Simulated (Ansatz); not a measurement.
## Na: energy change per atom and pressure against volume scale

Plane-wave DFT, scalar-relativistic PAW made under PBE with cores redone for the functional, no dispersion; the given relaxed cell is scaled uniformly, energy at zero smearing counts from the unscaled cell, pressure at the given Fermi-Dirac smearing is positive in compression. The results are calculated, by Ansatz 0.2.0.

The cell before it is scaled or strained (space group Pm-3m, No. 221):
```
Na
1.0
      3.4144     0.0000     0.0000
      0.0000     3.4144     0.0000
      0.0000     0.0000     3.4144
Na
1
Direct
  0.00000 0.00000 0.00000
```

Settings of every row: spin polarised no; functional PBE; wave cutoff 420 eV; smearing width 0.1 eV; k mesh 10x10x10.

Atom starting moment: 0 on all atoms.

Limits: the cell comes from a prototype or a list of computed structures and needn't be the stable phase.

```csv
row,volume scale,V (Å³/atom),energy change per atom (meV),pressure (GPa)
1,0.88,35.029,12.41,0.97
2,0.92,36.621,4.92,0.58
3,0.96,38.213,?,?
4,1.04,41.398,1.42,-0.23
5,1.08,42.99,4.85,-0.42
6,1.12,44.582,9.94,-0.57
```

Question: what energy change per atom and pressure should row 3 give?

Worked fit of energy change per atom. Take u = (V_r/V)^(2/3) − 1 with V_r = 41.398 Å³ an atom, which is twice the finite (Eulerian) strain; such expansions in the strain, on which the Birch-Murnaghan equation of state is built, carry the rest volume and the bulk modulus. The shown rows have u = 0.11781, 0.08517, 0, -0.02484, -0.0482. Least squares give energy change per atom = 1.44 − 97.728 × u + 1621.64 × u² meV; a straight line predicts inner rows, each left out in turn, worse (root mean square 4.6 against 0.055 meV). The rows lie off it by -0.02, 0.04, -0.02, -0.02, 0.02. Its lowest point lies at u = 0.0301, or V = 39.59 Å³ an atom, and the curvature there gives the bulk modulus at fixed shape and fractions, B = (4/9)(1 + u)² E″(u)/V = 6.19 GPa. The withheld row has u = 0.05482, so the fit gives 1.44 − 97.728 × (0.05482) + 1621.64 × (0.05482)² = 0.96 meV.

The calculation gave 1 meV. The fit lies 0.04 meV (4 % of the value, 0.35 % of the column's range) below it; its largest miss of a shown row is 0.04 meV.

Worked fit of pressure. Take u = (V_r/V)^(2/3) − 1 with V_r = 41.398 Å³ an atom, which is twice the finite (Eulerian) strain; such expansions in the strain, on which the Birch-Murnaghan equation of state is built, carry the rest volume and the bulk modulus. The shown rows have u = 0.11781, 0.08517, 0, -0.02484, -0.0482. Least squares give pressure = −0.233 + 7.927 × u + 19.3 × u² GPa; a straight line predicts inner rows, each left out in turn, worse (root mean square 0.054 against 0.0049 GPa). All shown rows lie on it to the printed digit. The pressure vanishes at u = 0.0275, or V = 39.74 Å³ an atom, and there the bulk modulus at fixed shape and fractions is B = −V dP/dV = (2/3)(1 + u) dP/du = 6.16 GPa. The withheld row has u = 0.05482, so the fit gives −0.233 + 7.927 × (0.05482) + 19.3 × (0.05482)² = 0.26 GPa.

The calculation gave 0.26 GPa. The fit meets it to the printed digit.
